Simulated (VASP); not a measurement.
# BN (Fmm2) in VASP: a series of runs, part 2 of 2

VASP 6.6.1. Earlier steps stand in the parts before.

## Step 4: Relaxation of the atoms, r2SCAN (atoms moved at random, drawn with an rms of 0.1 Å)

The input, INCAR:

```
SYSTEM = BN
ALGO     = Normal         ! electronic algorithm
EDIFF    = 1E-6           ! SCF threshold, eV
EDIFFG   = -0.005         ! ionic threshold
ENCUT    = 520            ! plane-wave cutoff, eV
IBRION   = 2              ! ionic algorithm
ISIF     = 2              ! what is computed and relaxed
ISMEAR   = 0              ! smearing method
LASPH    = .True.         ! aspherical terms in the spheres
LCHARG   = .False.        ! write CHGCAR
LMIXTAU  = .True.       
LREAL    = .False.        ! projectors in reciprocal space
LWAVE    = .False.        ! write WAVECAR
METAGGA  = R2SCAN         ! meta-GGA
NELM     = 80             ! most SCF steps
NSW      = 40             ! ionic steps
PREC     = Accurate       ! precision mode
SIGMA    = 0.05           ! smearing width, eV
```

The input, KPOINTS:

```
k-points
0
Gamma
  10 10 10
  0 0 0
```

The input, POSCAR:

```
BN
1.0
    0.0000000000      3.4953158300      2.1660912400
    1.2516321000      0.0000000000      2.1660912400
    1.2516321000      3.4953158300      0.0000000000
N B
1 1
Direct
    0.6825600000      0.6402080000      0.2909310000
    0.0290490000     -0.0279660000      0.9709100000
```

The run is started by

```bash
$ cat potpaw_PBE.64/N/POTCAR potpaw_PBE.64/B/POTCAR > POTCAR
$ mpirun -np 1 vasp_std > vasp.out
```

Wall time 14 min (1 thread of Intel Xeon 6975P-C (Granite Rapids), shared host); peak memory 0.21 GiB.

Results (log left out):

```
Free energy               : -19.2955 eV
Energy gained by relaxing : 37.8 meV/atom
Ionic steps               : 12
Pressure after relaxing   : -0.1 GPa
Band gap on the k mesh    : 4.41 eV, indirect (least direct gap 5.45 eV)
```

Stress tensor (GPa, compression positive):
```
 0.02  0.00  0.00
 0.00 -0.35  0.00
 0.00  0.00 -0.04
```

The path:
| step | energy change (eV) | largest force (eV/Å) | pressure (GPa) |
| --- | --- | --- | --- |
| 1 | 0.0000 | 1.7272 | -0.39 |
| 2 | 0.0786 | 3.5059 | 2.40 |
| 3 | -0.0565 | 0.8942 | -0.17 |
| 4 | -0.0636 | 0.7224 | -0.15 |
| 5 | -0.0755 | 0.0227 | -0.12 |
| 6 | -0.0755 | 0.0270 | -0.12 |
| 7 | -0.0755 | 0.0511 | -0.12 |
| 8 | -0.0755 | 0.0158 | -0.12 |
| 9 | -0.0755 | 0.0101 | -0.12 |
| 10 | -0.0755 | 0.0084 | -0.12 |
| 11 | -0.0755 | 0.0103 | -0.13 |
| 12 | -0.0755 | 0.0005 | -0.12 |

Final structure:
```
N B
1.0
     0.00000    3.49532    2.16609
     1.25163    0.00000    2.16609
     1.25163    3.49532    0.00000
N B
1 1
Cartesian
  1.1728 3.4489 2.8776
  2.4245 3.4489 2.1561
```

Levels at points of the mesh, in eV from the valence-band top:
| k point | band 1 | band 2 | band 3 | band 4 | band 5 | band 6 | band 7 | band 8 |
| --- | --- | --- | --- | --- | --- | --- | --- | --- |
| (0.00, 0.00, 0.00) | -18.82 | -4.55 | -1.40 | -1.40 | 5.23 | 12.30 | 12.37 | 14.29 |
| (0.50, 0.00, 0.00) | -15.54 | -9.30 | -4.32 | -0.97 | 5.28 | 10.57 | 14.07 | 16.46 |
| (0.50, 0.50, 0.50) | -15.54 | -9.30 | -4.32 | -0.97 | 5.28 | 10.57 | 14.07 | 16.46 |
| (0.00, 0.50, 0.00) | -15.54 | -9.30 | -4.32 | -0.97 | 5.28 | 10.57 | 14.07 | 16.46 |
| (0.00, 0.00, 0.50) | -15.54 | -9.30 | -4.32 | -0.97 | 5.28 | 10.57 | 14.07 | 16.46 |
| (0.50, 0.50, 0.00) | -15.58 | -9.39 | -4.32 | -0.46 | 6.57 | 10.11 | 12.83 | 14.42 |
| (0.50, 0.00, 0.50) | -18.63 | -6.23 | -1.42 | -1.39 | 10.29 | 12.26 | 12.33 | 12.75 |
| (0.00, 0.50, 0.50) | -15.48 | -9.21 | -4.36 | -1.43 | 4.41 | 10.65 | 15.38 | 19.76 |

Caveat: the PAW data sets were made with another functional, which shifts forces and pressure a little.

## Step 5: Relaxation of cell and atoms, r2SCAN0

The input, POSCAR:

```
BN
1.0
    0.0000000000      3.4953158300      2.1660912400
    1.2516321000      0.0000000000      2.1660912400
    1.2516321000      3.4953158300      0.0000000000
N B
1 1
Direct
    0.6666513400      0.6666513400      0.3333486600
    0.0000486500      0.0000486500      0.9999513500
```

The input, INCAR.step1:

```
  ALGO = Normal
  EDIFF = 1E-5
  ENCUT = 600
  GGA = PE
  ISMEAR = 0
  LASPH = T
  LCHARG = F
  LREAL = F
  LWAVE = T
  NELM = 80
  PREC = Accurate
  SIGMA = 0.05
```

The input, INCAR.step2:

```
  AEXX = 0.25
  ALGO = Normal
  EDIFF = 1E-7
  EDIFFG = -0.01
  ENCUT = 600
  IBRION = 2
  ISIF = 3
  ISMEAR = 0
  ISTART = 1
  LASPH = T
  LCHARG = F
  LHFCALC = T
  LMIXTAU = T
  LREAL = F
  LWAVE = F
  METAGGA = R2SCAN
  NELM = 80
  NSW = 40
  PREC = Accurate
  PRECFOCK = Fast
  SIGMA = 0.05
```

The input, KPOINTS:

```
k-points
0
Gamma
  5 5 5
```

The run is started by

```bash
$ cat potpaw_PBE.64/N/POTCAR potpaw_PBE.64/B/POTCAR > POTCAR
$ cp INCAR.step1 INCAR
$ mpirun -np 1 vasp_std > vasp.out
$ cp INCAR.step2 INCAR
$ mpirun -np 1 vasp_std > vasp.out
```

Run time: 24 min. Hardware: 1 thread of Intel Xeon 6975P-C (Granite Rapids), shared host; peak memory 0.16 GiB.

Results (log left out):

```
Free energy                            : -22.6121 eV
Relaxed volume                         : 9.28 Å³/atom
Relaxed cell                           : a = 4.071 Å, b = 2.490 Å, c = 3.671 Å, α = 80.22°, β = 37.07°, γ = 62.71°
Space group after relaxing (to 0.05 Å) : Fmm2 (No. 42)
Energy gained by relaxing              : 1.3 meV/atom
Ionic steps                            : 20
Pressure after relaxing                : 0.1 GPa
Band gap on the k mesh                 : 6.72 eV, indirect (least direct gap 7.56 eV)
```

Forces in eV/Å, atoms in the order of the input:
```
N    0.000  0.000  0.002
B    0.000  0.000 -0.002
```

Stress tensor (GPa, compression positive):
```
 0.13  0.00  0.00
 0.00 -0.01  0.00
 0.00  0.00  0.08
```

The path:
| step | energy change (eV) | largest force (eV/Å) | pressure (GPa) | volume (Å³) |
| --- | --- | --- | --- | --- |
| 1 | 0.0000 | 0.0096 | -3.25 | 18.95 |
| 2 | 0.0087 | 0.0315 | 6.99 | 18.43 |
| 3 | -0.0025 | 0.0025 | -0.10 | 18.78 |
| 4 | -0.0025 | 0.0027 | -0.06 | 18.78 |
| 5 | -0.0025 | 0.0089 | -0.04 | 18.77 |
| 6 | -0.0025 | 0.0439 | -0.02 | 18.73 |
| 7 | -0.0026 | 0.0434 | -0.02 | 18.73 |
| 8 | -0.0026 | 0.0417 | -0.02 | 18.73 |
| 9 | -0.0026 | 0.0385 | -0.03 | 18.72 |
| 10 | -0.0026 | 0.0321 | -0.04 | 18.70 |
| 11 | -0.0026 | 0.0192 | -0.06 | 18.66 |
| 12 | -0.0027 | 0.0065 | -0.11 | 18.59 |
| 13 | -0.0026 | 0.0577 | -0.20 | 18.45 |
| 14 | -0.0027 | 0.0188 | -0.13 | 18.56 |
| 15 | -0.0027 | 0.0133 | -0.12 | 18.57 |
| 16 | -0.0027 | 0.0105 | -0.11 | 18.58 |
| 17 | -0.0027 | 0.0085 | -0.11 | 18.59 |
| 18 | -0.0027 | 0.0065 | -0.06 | 18.58 |
| 19 | -0.0027 | 0.0006 | 0.11 | 18.55 |
| 20 | -0.0027 | 0.0024 | 0.07 | 18.56 |

Final structure:
```
N B
1.0
     0.00000    3.45332    2.15613
     1.24608    0.00000    2.15613
     1.24608    3.45332    0.00000
N B
1 1
Direct
  0.66661 0.66661 0.33339
  0.00009 0.00009 0.99991
```

Levels at points of the mesh, in eV from the valence-band top:
| k point | band 1 | band 2 | band 3 | band 4 | band 5 | band 6 | band 7 | band 8 |
| --- | --- | --- | --- | --- | --- | --- | --- | --- |
| (0.00, 0.00, 0.00) | -20.24 | -4.83 | -1.48 | -1.48 | 7.15 | 14.81 | 14.90 | 17.20 |

Caveat: the k mesh is coarse (spacing up to 0.61 Å⁻¹), so the values aren't converged, least of all with exact exchange; the PAW data sets were made with another functional, which shifts forces and pressure a little; an odd mesh through Γ misses points on the zone boundary, where band edges often lie.

## Step 6: The reference run

An earlier run on the cell as given: functional PBE; potentials or basis VASP PAW PBE potentials, release 64 (N, B); cutoff 520 eV; k mesh 13 × 13 × 13; occupations fermi-dirac, width 0.05 eV; no spin polarisation.

* Pressure: 3.3 GPa
* Largest force: 0.010 eV/Å
* Band gap on the k mesh: 3.90 eV, indirect (least direct gap 4.65 eV)

## Step 7: Overview

```csv
task,level,cell,k mesh,cutoff (eV),smearing,grid for exact exchange (PRECFOCK),exchange at q = 0,mesh quality,gap on the mesh (eV),pressure (GPa),relaxed volume (Å³/atom),largest force (eV/Å)
relaxation of cell and atoms,rSCAN,relaxed,13 × 13 × 13,600,gaussian 0.05 eV,-,-,not flagged,4.38,-0.1,9.43,-
relaxation of cell and atoms,r2SCAN+D4,relaxed,13 × 13 × 13,600,gaussian 0.05 eV,-,-,not flagged,4.14,0.0,8.99,0.01
relaxation of the atoms,r2SCAN,"atoms relaxed from: atoms moved at random, drawn with an rms of 0.1 Å",10 × 10 × 10,520,gaussian 0.05 eV,-,-,not flagged,4.41,-0.1,-,-
relaxation of cell and atoms,r2SCAN0,relaxed,5 × 5 × 5,600,gaussian 0.05 eV,Fast,default,coarse,6.72,0.1,9.28,-
single point,PBE,as given,13 × 13 × 13,520,fermi-dirac 0.05 eV,-,-,not flagged,3.90,3.3,-,0.01
```

Alike in all rows: potentials or basis VASP PAW PBE potentials, release 64 (N, B); no spin polarisation.

Caveats: some runs use coarse meshes; the PAW data sets were made with another functional, which shifts forces and pressure a little (some runs); an odd mesh through Γ misses points on the zone boundary, where band edges often lie (some runs).

Absolute energies hang on the potentials; compare differences alone.
